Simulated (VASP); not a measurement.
Level of theory: optB86b-vdW, VASP's PBE PAW potentials (set 64) (plane waves; VASP 6.6.1).

VASP input:

File POSCAR:
```
CsBr
4.1832580
  1.0000001083   0.0000000000   0.0000000000
  0.0000000000   1.0000001083   0.0000000000
  0.0000000000   0.0000000000   1.0000001083
Cs Br
1 1
Cart
  0.0000000000   0.0000000000   0.0000000000
  0.5000000541   0.5000000541   0.5000000541
```

KPOINTS:
```
K-points
0
Gamma
6 6 6
```

**INCAR**
```
SYSTEM = CsBr
PREC = Accurate
ENCUT = 520
EDIFF = 1E-7
NELM = 100
ALGO = Normal
LREAL = .FALSE.
LASPH = .TRUE.
ISMEAR = 0
SIGMA = 0.05
GGA = MK
PARAM1 = 0.1234
PARAM2 = 1.0
LUSE_VDW = .TRUE.
AGGAC = 0.0
LMAXMIX = 4
LWAVE = .FALSE.
LCHARG = .FALSE.
ISIF = 2
```

POTCAR, in this order: Cs_sv Br (PBE.64 set). Program: vasp_std.

The resulting files:

**OSZICAR**
```
       N       E                     dE             d eps       ncg     rms          rms(c)
DAV:   1     0.101546506470E+03    0.10155E+03   -0.68301E+03   480   0.114E+03
DAV:   2     0.469327637334E+01   -0.96853E+02   -0.91289E+02   744   0.188E+02
DAV:   3    -0.186876690446E+01   -0.65620E+01   -0.65376E+01   604   0.561E+01
DAV:   4    -0.192931466466E+01   -0.60548E-01   -0.60512E-01   544   0.639E+00
DAV:   5    -0.192978525401E+01   -0.47059E-03   -0.47048E-03   596   0.553E-01    0.179E+00
DAV:   6    -0.171612893853E+01    0.21366E+00   -0.33083E-01   536   0.313E+00    0.105E+00
DAV:   7    -0.168279162610E+01    0.33337E-01   -0.17113E-01   608   0.229E+00    0.543E-01
DAV:   8    -0.168480163217E+01   -0.20100E-02   -0.10356E-02   520   0.769E-01    0.893E-02
DAV:   9    -0.168505530203E+01   -0.25367E-03   -0.14016E-03   584   0.265E-01    0.681E-02
DAV:  10    -0.168514291878E+01   -0.87617E-04   -0.12459E-04   548   0.959E-02    0.148E-02
DAV:  11    -0.168515100670E+01   -0.80879E-05   -0.21799E-05   556   0.368E-02    0.348E-03
DAV:  12    -0.168515141723E+01   -0.41053E-06   -0.20990E-06   564   0.115E-02    0.775E-04
DAV:  13    -0.168515147480E+01   -0.57570E-07   -0.91120E-08   400   0.202E-03
   1 F= -.16851515E+01 E0= -.16851515E+01  d E =-.506873E-16
```

File OUTCAR:
```
------------------------ aborting loop because EDIFF is reached ----------------------------------------
  FORCE on cell =-STRESS in cart. coord.  units (eV):
  Direction    XX          YY          ZZ          XY          YZ          ZX
  --------------------------------------------------------------------------------------
  Total        0.5363794      0.5363794      0.5363794     -0.0000000     -0.0000000      0.0000000
  in kB       11.7392021     11.7392021     11.7392021     -0.0000000     -0.0000000      0.0000000
  external PRESSURE =      11.7392021 kB  Pullay stress =       0.0000000 kB
  volume of cell :       73.21
      direct lattice vectors                 reciprocal lattice vectors
     4.183258453  0.000000000  0.000000000     0.239048104  0.000000000  0.000000000
     0.000000000  4.183258453  0.000000000     0.000000000  0.239048104  0.000000000
     0.000000000  0.000000000  4.183258453     0.000000000  0.000000000  0.239048104
 POSITION                                       TOTAL-FORCE (eV/Angst)
 -----------------------------------------------------------------------------------
      0.00000      0.00000      0.00000         0.000000      0.000000      0.000000
      2.09163      2.09163      2.09163         0.000000      0.000000      0.000000
 -----------------------------------------------------------------------------------
    total drift:                                0.000000      0.000000     -0.000000
  FREE ENERGIE OF THE ION-ELECTRON SYSTEM (eV)
  ---------------------------------------------------
  free  energy   TOTEN  =        -1.6851514748 eV

  energy  without entropy=       -1.6851514748  energy(sigma->0) =       -1.68515147
```
(Selected blocks of OUTCAR.)

The compound is CsBr in the CsCl type structure. This cell is one point of a volume scan, at 0.94 of the reference volume.
